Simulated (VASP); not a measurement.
**BN: band structure with r2SCAN**

The system is BN.

```
N B
1.0
     2.55394    0.00000    0.00000
    -1.27697    2.21178    0.00000
     0.00000    0.00000    4.22685
N B
2 2
Cartesian
  0.0000 1.4745 0.5295
  1.2770 0.7373 2.6430
  0.0000 1.4745 2.1123
  1.2770 0.7373 4.2257
```

Measurements of this composition are mostly on another form, of space group No. 194.

```
Program                : VASP 6.6.1
Task                   : band structure
Functional             : r2SCAN
Potentials or basis    : VASP PAW PBE potentials, release 64 (N, B)
Cutoff                 : 520 eV
k mesh                 : 12 × 12 × 6
Occupations            : gaussian, width 0.02 eV
Spin                   : no spin polarisation
Ladder                 : free
Further INCAR settings : ALGO = Normal; EDIFF = 1e-06
```

The pressure is -3.7 GPa, the largest force is 0.021 eV/Å and the band gap on the k mesh is 5.72 eV, indirect (least direct gap 8.92 eV). The band gap along the path is 5.72 eV, indirect (least direct gap 8.90 eV).

Forces in eV/Å, atoms in the order of the input:
```
N    0.000  0.000 -0.021
N    0.000  0.000 -0.021
B    0.000  0.000  0.021
B    0.000  0.000  0.021
```

Stress tensor (GPa, compression positive):
```
-3.45  0.00  0.00
 0.00 -3.45  0.00
 0.00  0.00 -4.12
```

Levels at the corners of the path, in eV from the valence-band top:
```csv
point,band 4,band 5,band 6,band 7,band 8,band 9,band 10,band 11,band 12
Γ,-2.18,-2.18,-0.28,0.00,0.00,9.02,9.02,9.22,10.07
M,-8.09,-7.14,-5.13,-4.48,-2.17,7.25,8.55,11.30,12.09
M,-8.09,-7.14,-5.13,-4.48,-2.17,7.25,8.55,11.30,12.09
K,-7.50,-7.50,-5.58,-5.57,-5.57,5.72,14.28,14.28,14.76
K,-7.50,-7.50,-5.58,-5.57,-5.57,5.72,14.28,14.28,14.76
Γ,-2.18,-2.18,-0.28,0.00,0.00,9.02,9.02,9.22,10.07
Γ,-2.18,-2.18,-0.28,0.00,0.00,9.02,9.02,9.22,10.07
A,-5.92,-1.20,-1.20,-1.20,-1.20,10.13,10.13,10.62,10.62
A,-5.92,-1.20,-1.20,-1.20,-1.20,10.13,10.13,10.62,10.62
L,-10.33,-3.87,-3.87,-3.69,-3.69,7.14,7.14,10.63,10.63
L,-10.33,-3.87,-3.87,-3.69,-3.69,7.14,7.14,10.63,10.63
H,-9.15,-7.89,-7.89,-3.13,-3.13,9.93,9.93,10.88,10.88
H,-9.15,-7.89,-7.89,-3.13,-3.13,9.93,9.93,10.88,10.88
A,-5.92,-1.20,-1.20,-1.20,-1.20,10.13,10.13,10.62,10.62
L,-10.33,-3.87,-3.87,-3.69,-3.69,7.14,7.14,10.63,10.63
M,-8.09,-7.14,-5.13,-4.48,-2.17,7.25,8.55,11.30,12.09
K,-7.50,-7.50,-5.58,-5.57,-5.57,5.72,14.28,14.28,14.76
H,-9.15,-7.89,-7.89,-3.13,-3.13,9.93,9.93,10.88,10.88
```

It took 3.4 min on 1 thread of Intel(R) Xeon(R) Platinum 8259CL CPU @ 2.50GHz (Skylake/Cascade Lake), with other jobs on the host, peak memory 0.16 GiB.

Caveat: the PAW data sets were made with another functional, which shifts forces and pressure a little. r2SCAN opens gaps a little over a GGA but as a rule still falls short of measured ones.
